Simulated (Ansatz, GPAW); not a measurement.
# Geometry or basis: what sets the conductance of a Na chain with one Cu atom in line

Aim: the conductance of a Na chain with one Cu atom in line after relaxation, and whether geometry, basis or functional moves it most.

Program: GPAW 26.7.0 and Ansatz 0.2.0. Level of theory: Ansatz plane waves; relaxation of the junction with the lead ends held; PAW set soft_1, in the first sound run; inputs show where later runs differ. Results are calculated unless marked as measured.

Report form: the programs' logs are mostly left out.

**1. The structure**

The cell holds 15 atoms: 14 Na and 1 Cu. Cell: a = 9.000 Å, b = 9.000 Å, c = 48.325 Å, α = 90.0°, β = 90.0°, γ = 90.0°. Regions: left lead, 7 atoms (7 Na); channel, 1 atom (1 Cu); right lead, 7 atoms (7 Na). Vacuum lies along a and b. The structure is stacked along c, and the current runs across the ab planes.

**2. Relaxing the atoms**

Transmission follows bond lengths closely, so the atoms between the held lead ends are relaxed first, from a slightly shaken start that lets symmetry break.

input.yaml reads:

```yaml
crystal:
  lattice:
    - [9.0, 0.0, 0.0]
    - [0.0, 9.0, 0.0]
    - [0.0, 0.0, 48.3254]
  atoms:
    - { symbol: Na, position: [0.5, 0.5, 0.0341435353] }
    - { symbol: Na, position: [0.5, 0.5, 0.1024306059] }
    - { symbol: Na, position: [0.5, 0.5, 0.1707176764] }
    - { symbol: Na, position: [0.5, 0.5, 0.239004747] }
    - { symbol: Na, position: [0.5, 0.5, 0.3072918176] }
    - { symbol: Na, position: [0.4952304233, 0.4968781743, 0.3758234417] }
    - { symbol: Na, position: [0.4982530446, 0.501752054, 0.4443671384] }
    - { symbol: Cu, position: [0.4951882287, 0.5033902126, 0.4996302264] }
    - { symbol: Na, position: [0.5069802833, 0.5024289631, 0.5557994412] }
    - { symbol: Na, position: [0.500671626, 0.5007165931, 0.6246256739] }
    - { symbol: Na, position: [0.5, 0.5, 0.6927081824] }
    - { symbol: Na, position: [0.5, 0.5, 0.760995253] }
    - { symbol: Na, position: [0.5, 0.5, 0.8292823236] }
    - { symbol: Na, position: [0.5, 0.5, 0.8975693941] }
    - { symbol: Na, position: [0.5, 0.5, 0.9658564647] }
kpoints:
  mp_grid: { grid: [1, 1, 2] }
hamiltonian:
  xc: pbe
  pseudopotentials: { kind: paw, azcp: { folder: soft_1 } }
scf:
  occupations: { method: fermi_dirac, width: 0.1 }
relax:
  f_tol: 0.03
  max_steps: 80
  constraints: [{ sites: [0, 1, 2, 3, 4, 10, 11, 12, 13, 14] }]
```

Started as:

```sh
ansatz run input.yaml --threads 4 --pin off --max-ram 8192MiB --backend cpu --events-out ev --progress --plain --runs-dir out
```

The job ended after 75 s (4 threads of Intel Xeon Platinum 8559C (Emerald Rapids), shared host; peak memory 3.7 GiB).

Step by step:

```tsv
step	energy less that of the first step (eV)	largest force component (eV/Å)
1	0.0000	0.0759
2	-0.0007	0.0551
3	-0.0070	0.0354
4	-0.0206	0.0475
5	-0.0347	0.0588
6	-0.0441	0.0498
7	-0.0463	0.0130
8	-0.0463	0.0131
9	-0.0467	0.0040
10	-0.0478	0.0117
11	-0.0495	0.0162
```

The atoms that moved most (Å):

```tsv
atom	dx	dy	dz	length
Cu8	-1.142	0.274	-0.028	1.175
Na6	-0.291	-0.341	0.080	0.455
Na9	-0.018	0.009	-0.304	0.305
Na7	0.074	-0.053	0.217	0.235
Na10	-0.093	-0.038	-0.140	0.172
```

This step gave:

| Quantity | Value |
| --- | --- |
| free energy | -27425.5139 eV |
| smearing term TS | 0.2879 eV |
| symmetry operations | 1 |

The relaxation lowered the energy of the cell by 0.0495 eV.

**3. Plane-wave reference (PBE)**

A plane-wave run comes first: its basis does not favour the atoms, so it serves as the reference for the orbital bases.

This step: Ansatz plane waves; Landauer transmission by layers, zero bias; PAW set soft_1 (Ansatz 0.2.0).

input.yaml reads:

```yaml
crystal:
  lattice:
    - [9.0, 0.0, 0.0]
    - [0.0, 9.0, 0.0]
    - [0.0, 0.0, 48.3254]
  atoms:
    - { symbol: Na, position: [0.5, 0.5, 0.0341435353] }
    - { symbol: Na, position: [0.5, 0.5, 0.1024306059] }
    - { symbol: Na, position: [0.5, 0.5, 0.1707176764] }
    - { symbol: Na, position: [0.5, 0.5, 0.239004747] }
    - { symbol: Na, position: [0.5, 0.5, 0.3072918176] }
    - { symbol: Na, position: [0.4629284359, 0.4589948114, 0.3774761524] }
    - { symbol: Na, position: [0.5064595857, 0.4958503726, 0.4488618945] }
    - { symbol: Cu, position: [0.3683140095, 0.5338850753, 0.4990594447] }
    - { symbol: Na, position: [0.5049859187, 0.5033901108, 0.549506697] }
    - { symbol: Na, position: [0.4903727952, 0.4964955927, 0.6217256825] }
    - { symbol: Na, position: [0.5, 0.5, 0.6927081824] }
    - { symbol: Na, position: [0.5, 0.5, 0.760995253] }
    - { symbol: Na, position: [0.5, 0.5, 0.8292823236] }
    - { symbol: Na, position: [0.5, 0.5, 0.8975693941] }
    - { symbol: Na, position: [0.5, 0.5, 0.9658564647] }
kpoints:
  mp_grid: { grid: [1, 1, 2] }
hamiltonian:
  xc: pbe
  pseudopotentials: { kind: paw, azcp: { folder: soft_1 } }
scf:
  occupations: { method: fermi_dirac, width: 0.1 }
output:
  transmission:
    leads: [[0, 1]]
    e_range: [-2, 2]
    de: 0.025
    kmesh: [1, 1]
    reduced_basis: true
  write_potential: true
  write_density: true
  volumetric_format: npy
```

Run time: 71 s. Hardware: 4 threads; peak memory 3.7 GiB.

Numbers from this step:

```
free energy                                             : -27425.5143 eV
lead level                                              : 0 eV from the Fermi level
transmission at the Fermi level (one spin)              : 0.4888
open channels of the lead at the Fermi level (one spin) : 1
step of the potential along the lead                    : 8.4 meV
offset of the lead                                      : 0 Å
filling of the lead less its bulk value, in size        : 9.6 meV
conductance                                             : 0.4875 G₀
```

One spin. Table of transmission, zone mean by energy, zero at the Fermi level:

energy (eV), transmission, zone mean and a bar:
```
   -2.000       0.00 
   -1.800       0.00 
   -1.600       0.00 
   -1.400       0.00 
   -1.200       0.00 
   -1.000       0.00 
   -0.800       0.02 
   -0.600       0.13 ##
   -0.400       0.33 ####
   -0.200       0.46 ######
    0.000       0.49 ######
    0.200       0.47 ######
    0.400       0.48 ######
    0.600       0.51 ######
    0.800       0.54 #######
    0.875       0.55 #######
    1.000       0.54 #######
    1.200       0.47 ######
    1.400       0.34 ####
    1.600       0.11 #
    1.800       0.60 #######
    2.000       2.43 ##############################
```

One spin. Open channels, zone mean against energy, zero at the Fermi level:

energy (eV), open channels, zone mean and a bar:
```
   -1.000       0.00 
   -0.800       1.00 ##########
   -0.600       1.00 ##########
   -0.400       1.00 ##########
   -0.200       1.00 ##########
    0.000       1.00 ##########
    0.200       1.00 ##########
    0.400       1.00 ##########
    0.600       1.00 ##########
    0.800       1.00 ##########
    1.000       1.00 ##########
    1.200       1.00 ##########
    1.400       1.00 ##########
    1.600       1.00 ##########
    1.800       3.00 ##############################
    2.000       3.00 ##############################
```

Crystal 0, spin -, k parallel (0, 0); distinct values, listed up to 1.5 1/Å. Im kz of the slowest decaying states against energy, zero at the Fermi level:

```tsv
energy (eV)	decay 1 (Å⁻¹)	decay 2 (Å⁻¹)	decay 3 (Å⁻¹)	decay 4 (Å⁻¹)
-2.0000	0.530	1.02	1.08	1.16
-1.7500	0.467	0.982	1.05	1.13
-1.5000	0.394	0.947	1.02	1.10
-1.2500	0.304	0.910	0.99	1.07
-1.0000	0.170	0.871	0.958	1.04
-0.7500	0.831	0.924	1.01	1.15
-0.5000	0.789	0.889	0.976	1.13
-0.2500	0.745	0.853	0.942	1.10
0.0000	0.697	0.814	0.907	1.07
0.2500	0.647	0.774	0.870	1.03
0.5000	0.592	0.732	0.831	1.00
0.7500	0.531	0.686	0.791	0.969
1.0000	0.462	0.638	0.748	0.935
1.2500	0.382	0.585	0.703	0.899
1.5000	0.279	0.527	0.655	0.862
1.7500	0.0974	0.461	0.602	0.823
2.0000	0.384	0.545	0.782	0.860
```

Crystal 0, spin -, k parallel (0, 0). Re kz of states that move upwards against energy, zero at the Fermi level:

```tsv
energy (eV)	channel 1 (Å⁻¹)	channel 2 (Å⁻¹)	channel 3 (Å⁻¹)
-1.000	-	-	-
-0.800	0.149	-	-
-0.600	0.271	-	-
-0.400	0.354	-	-
-0.200	0.421	-	-
0.000	0.479	-	-
0.200	0.531	-	-
0.400	0.578	-	-
0.600	0.623	-	-
0.800	0.665	-	-
1.000	0.704	-	-
1.200	0.742	-	-
1.400	0.779	-	-
1.600	0.816	-	-
1.800	0.0642	0.0642	0.852
2.000	0.242	0.242	0.892
```

The electrostatic potential energy of an electron (with the applied field's), less the Fermi level, planar mean by z:

```tsv
z (Å)	electrostatic potential energy of an electron (with the applied field's), less the Fermi level, planar mean (eV)
0	2.91
1	2.45
2	1.86
3	2.87
4	2.71
5	1.43
6	2.77
7	2.84
8	1.65
9	2.56
10	2.90
11	2.30
12	2.10
13	2.90
14	2.64
15	1.48
16	2.79
17	2.87
18	1.68
19	2.60
20	2.90
21	2.42
22	1.74
23	2.91
24	1.73
25	2.87
26	2.30
27	1.99
28	2.87
29	2.79
30	1.46
31	2.76
32	2.91
33	2.12
34	2.23
35	2.90
36	2.61
37	1.62
38	2.84
39	2.77
40	1.42
41	2.70
42	2.88
43	1.93
44	2.43
45	2.90
46	2.48
47	1.80
48	2.87
```

The valence density, planar mean by z:

z (Å), valence density, planar mean (e/Å³) and a bar:
```
        0      0.004 
        1      0.013 #
        2      0.067 ######
        3      0.004 
        4      0.005 
        5      0.140 ##############
        6      0.005 
        7      0.004 
        8      0.097 #########
        9      0.009 
       10      0.004 
       11      0.022 ##
       12      0.041 ####
       13      0.004 
       14      0.006 
       15      0.124 ############
       16      0.004 
       17      0.004 
       18      0.100 ##########
       19      0.009 
       20      0.004 
       21      0.010 #
       22      0.079 ########
       23      0.010 #
       24      0.303 ##############################
       25      0.016 #
       26      0.022 ##
       27      0.039 ####
       28      0.004 
       29      0.005 
       30      0.143 ##############
       31      0.005 
       32      0.004 
       33      0.035 ###
       34      0.025 ##
       35      0.004 
       36      0.008 
       37      0.106 ##########
       38      0.004 
       39      0.005 
       40      0.139 ##############
       41      0.006 
       42      0.004 
       43      0.059 ######
       44      0.014 #
       45      0.004 
       46      0.012 #
       47      0.074 #######
       48      0.004
```

T at the Fermi level is 0.489 of 1 open channels a spin.

**4. Double-zeta polarised basis**

The script solves lead and junction separately, takes H and S in the orbital basis, and joins semi-infinite leads through their self-energies; the dzp basis is the working standard.

This step: GPAW LCAO, PAW setups; Landauer transmission from Green's functions with principal layers (ASE), zero bias (GPAW 26.7.0).

run.py reads:

```python
import json
import numpy as np
from ase import Atoms
from ase.transport.calculators import TransportCalculator
from gpaw import GPAW, FermiDirac
from gpaw.lcao.tools import get_lcao_hamiltonian
from scipy.linalg import eigh

# The junction with lead layers at both ends, along the third cell vector
device = Atoms(
    ['Na', 'Na', 'Na', 'Na', 'Na', 'Na', 'Na', 'Cu', 'Na', 'Na', 'Na', 'Na', 'Na', 'Na', 'Na'],
    positions=[
        [4.50000, 4.50000, 1.65000],
        [4.50000, 4.50000, 4.95000],
        [4.50000, 4.50000, 8.25000],
        [4.50000, 4.50000, 11.55000],
        [4.50000, 4.50000, 14.85000],
        [4.16636, 4.13095, 18.24169],
        [4.55814, 4.46265, 21.69143],
        [3.31483, 4.80497, 24.11725],
        [4.54487, 4.53051, 26.55513],
        [4.41336, 4.46846, 30.04514],
        [4.50000, 4.50000, 33.47540],
        [4.50000, 4.50000, 36.77540],
        [4.50000, 4.50000, 40.07540],
        [4.50000, 4.50000, 43.37540],
        [4.50000, 4.50000, 46.67540]],
    cell=[[9.0, 0.0, 0.0], [0.0, 9.0, 0.0], [0.0, 0.0, 48.3254]],
    pbc=True)

# One principal layer of the lead: the first 4 atoms of the device
lead = Atoms(
    ['Na', 'Na', 'Na', 'Na'],
    positions=[
        [4.50000, 4.50000, 1.65000],
        [4.50000, 4.50000, 4.95000],
        [4.50000, 4.50000, 8.25000],
        [4.50000, 4.50000, 11.55000]],
    cell=[[9.0, 0.0, 0.0], [0.0, 9.0, 0.0], [0.0, 0.0, 13.2]],
    pbc=True)

settings = dict(mode='lcao', basis='dzp', xc='PBE', h=0.2,
                occupations=FermiDirac(0.1), maxiter=250,
                mixer=dict(beta=0.1, nmaxold=8, weight=100.0),
                convergence=dict(density=0.0001))
energies = np.arange(-2, 2 + 1e-9, 0.025)
eta = 0.0001
n1, n2 = 1, 1
# k and -k transmit alike, so half of the mesh across the current serves
mesh = [(i, j) for i in range(n1) for j in range(n2) if (i, j) <= (-i % n1, -j % n2)]
weights = np.array([1 if (i, j) == (-i % n1, -j % n2) else 2 for i, j in mesh]) / (n1 * n2)

# [... helper functions left out ...]
fermi_lead = ground_state(lead, (1, 1, 9), 'lead.txt')
fermi_device = ground_state(device, (1, 1, 2), 'device.txt')
# [... loop over the mesh left out, but for ...]
        # Shift the lead onto the potential of the device's first layer
        shift = ((H[:, 0, 0] - H0[:, 0, 0]) / S0[0, 0]).real.mean()
# [...]
kT = 8.617333e-5 * 300
bias = [0.1, 0.2, 0.5, 1.0, 1.5, 2.0]
# [... integrals and printing left out ...]
```

Started as:

```sh
OMP_NUM_THREADS=1 OPENBLAS_NUM_THREADS=1 python run.py
```

The job ended after 3.9 min (1 thread; peak memory 1.7 GiB).

This step gave:

```
conductance                                    : 0.5216 G₀
largest coupling past the next principal layer : 4.16e-12 eV
largest misfit of the first principal layer    : 0.05018 eV
shift that aligns the lead                     : -4.18e-4 eV
basis functions of the junction                : 253
basis functions of a principal layer           : 68
transmission at the Fermi level (one spin)     : 0.5235
```

One spin. The transmission, zone mean by energy, zero at the Fermi level:

energy (eV), transmission, zone mean and a bar:
```
   -2.000       0.00 
   -1.900       0.00 
   -1.800       0.00 
   -1.700       0.00 
   -1.600       0.00 
   -1.500       0.00 
   -1.400       0.00 
   -1.300       0.00 
   -1.200       0.00 
   -1.100       0.00 
   -1.000       0.00 
   -0.900       0.00 
   -0.800       0.05 #
   -0.700       0.07 #
   -0.600       0.15 ##
   -0.500       0.25 ###
   -0.400       0.35 ####
   -0.300       0.43 #####
   -0.200       0.49 ######
   -0.100       0.52 ######
   -0.025       0.52 ######
    0.000       0.52 ######
    0.100       0.51 ######
    0.200       0.49 ######
    0.300       0.48 ######
    0.400       0.48 ######
    0.500       0.49 ######
    0.600       0.50 ######
    0.700       0.51 ######
    0.800       0.51 ######
    0.900       0.51 ######
    1.000       0.49 ######
    1.100       0.46 ######
    1.200       0.42 #####
    1.300       0.37 ####
    1.400       0.29 ###
    1.500       0.19 ##
    1.600       0.08 #
    1.700       0.00 
    1.800       0.67 ########
    1.900       1.84 ######################
    2.000       2.51 ##############################
```

Crossings of the lead's bands, unfolded to its shortest repeat. Table of open channels, zone mean by energy, zero at the Fermi level:

```tsv
energy (eV)	open channels, zone mean
-0.900	0
-0.800	1
-0.700	1
-0.600	1
-0.500	1
-0.400	1
-0.300	1
-0.200	1
-0.100	1
0.000	1
0.100	1
0.200	1
0.300	1
0.400	1
0.500	1
0.600	1
0.700	1
0.800	1
0.900	1
1.000	1
1.100	1
1.200	1
1.300	1
1.400	1
1.500	1
1.600	1
1.700	1
1.800	3
1.900	3
2.000	3
```

Not self-consistent under bias; the bias window is split evenly. The current through one cell, from the zero-bias transmission by bias:

```tsv
bias (V)	current through one cell, from the zero-bias transmission (μA)
0.100	4.04
0.200	8.04
0.500	19.6
1.000	36.0
1.500	48.3
2.000	58.4
```

Table of transmission of the three most open eigenchannels by energy, zero at the Fermi level:

```tsv
energy (eV)	channel 1	channel 2	channel 3
-1.000	8.1e-11	2.5e-12	0
-0.800	0.0536	1.6e-9	0
-0.600	0.146	2.5e-11	0
-0.400	0.350	4.0e-11	0
-0.200	0.489	4.0e-11	0
0.000	0.523	3.8e-11	0
0.200	0.494	3.5e-11	0
0.400	0.480	3.1e-11	0
0.600	0.497	2.7e-11	0
0.800	0.511	2.3e-11	0
1.000	0.491	1.9e-11	0
1.200	0.423	1.5e-11	0
1.400	0.289	1.1e-11	0
1.600	0.0777	6.9e-12	0
1.800	0.498	0.124	0.0476
2.000	0.982	0.883	0.643
```

At the Fermi level T is 0.523 against 0.489 in plane waves. Couplings past the next layer reach 4.2e-12 eV, small enough to drop; the matrix elements of the cell's first layer differ from the bulk lead's by up to 0.050 eV. That layer keeps its own values in the calculation, and only beyond it is the lead taken as perfect. The Fermi levels of lead and junction count from different zeros of potential, one for each periodic cell; with both set to zero, the small remaining shift is what aligns them. By hand: G = 0.5216 × 77.48 μS = 40.4 μS, a resistance of 24.7 kΩ; at 0.1 V a linear junction would pass 4.04 μA, and the integral over the bias window gives 4.04 μA.

**5. Single-zeta polarised basis**

The second zeta is dropped, the polarisation orbitals stay.

run.py: that of step 4 with these lines changed.

```diff
@@ -41,3 +41,3 @@
 
-settings = dict(mode='lcao', basis='dzp', xc='PBE', h=0.2,
+settings = dict(mode='lcao', basis='szp(dzp)', xc='PBE', h=0.2,
                 occupations=FermiDirac(0.1), maxiter=250,
```

Wall time 3.2 min (1 thread); peak memory 1.6 GiB.

Numbers from this step:

| Item | Value |
| --- | --- |
| conductance | 0.5174 G₀ |
| largest coupling past the next principal layer | 4.06e-12 eV |
| largest misfit of the first principal layer | 0.04379 eV |
| shift that aligns the lead | 0.002558 eV |
| basis functions of the junction | 149 |
| basis functions of a principal layer | 40 |
| transmission at the Fermi level (one spin) | 0.5193 |

The conductance, 0.517 G₀, lies 0.8 % below that of the dzp run.

**6. GPAW, sz: basis = "sz(dzp)"**

The minimal basis is the cheapest rung: no second zeta and no polarisation.

run.py: that of step 5 with these lines changed.

```diff
@@ -41,3 +41,3 @@
 
-settings = dict(mode='lcao', basis='szp(dzp)', xc='PBE', h=0.2,
+settings = dict(mode='lcao', basis='sz(dzp)', xc='PBE', h=0.2,
                 occupations=FermiDirac(0.1), maxiter=250,
```

It took 3.1 min on 1 thread; peak memory 1.5 GiB.

Numbers from this step:

```yaml
conductance: 0.5135 G₀
largest_coupling_past_the_next_principal_layer: 4.26e-12 eV
largest_misfit_of_the_first_principal_layer: 0.05623 eV
shift_that_aligns_the_lead: -7.59e-4 eV
basis_functions_of_the_junction: 104
basis_functions_of_a_principal_layer: 28
transmission_at_the_fermi_level_one_spin: 0.5156
```

One spin. Transmission, zone mean against energy, zero at the Fermi level:

```tsv
energy (eV)	transmission, zone mean
-2.000	0
-1.900	0
-1.800	0
-1.700	0
-1.600	0
-1.500	0
-1.400	0
-1.300	0
-1.200	0
-1.100	0
-1.000	0
-0.900	2.1e-12
-0.800	0.0317
-0.725	0.548
-0.700	0.0315
-0.600	0.0584
-0.500	0.172
-0.400	0.299
-0.300	0.401
-0.200	0.473
-0.100	0.509
-0.025	0.516
0.000	0.516
0.100	0.504
0.200	0.488
0.300	0.476
0.400	0.474
0.500	0.479
0.600	0.487
0.700	0.494
0.800	0.493
0.900	0.483
1.000	0.460
1.100	0.424
1.200	0.373
1.300	0.305
1.400	0.220
1.500	0.121
1.600	0.0244
1.700	0.0298
1.800	0.880
1.900	2.04
2.000	2.56
```

The conductance, 0.513 G₀, lies 1.6 % below that of the dzp run.

**7. LDA in the dzp basis: xc = "LDA"**

Back in the dzp basis, the functional changes from PBE to LDA, to set the spread between functionals beside that between bases.

run.py: that of step 6 with these lines changed.

```diff
@@ -41,3 +41,3 @@
 
-settings = dict(mode='lcao', basis='sz(dzp)', xc='PBE', h=0.2,
+settings = dict(mode='lcao', basis='dzp', xc='LDA', h=0.2,
                 occupations=FermiDirac(0.1), maxiter=250,
```

The job ended after 3.9 min (1 thread; peak memory 1.7 GiB).

Numbers from this step:

```
conductance                                    : 0.5323 G₀
largest coupling past the next principal layer : 2.46e-11 eV
largest misfit of the first principal layer    : 0.04706 eV
shift that aligns the lead                     : -4.11e-4 eV
basis functions of the junction                : 253
basis functions of a principal layer           : 68
transmission at the Fermi level (one spin)     : 0.5343
```

The conductance, 0.532 G₀, lies 2.1 % above that of the dzp run.

(Continued in part 2 of 2.)

[Logs are printed without paths, hosts, clocks, repeated set-up lines and the standing remarks that a program may print on its own settings, such as how far it seeks lower states.]

[Hosts, paths, dates, database ids (printed as entryN), source tags and the programs' standing remarks are cut or masked in the printed files.]
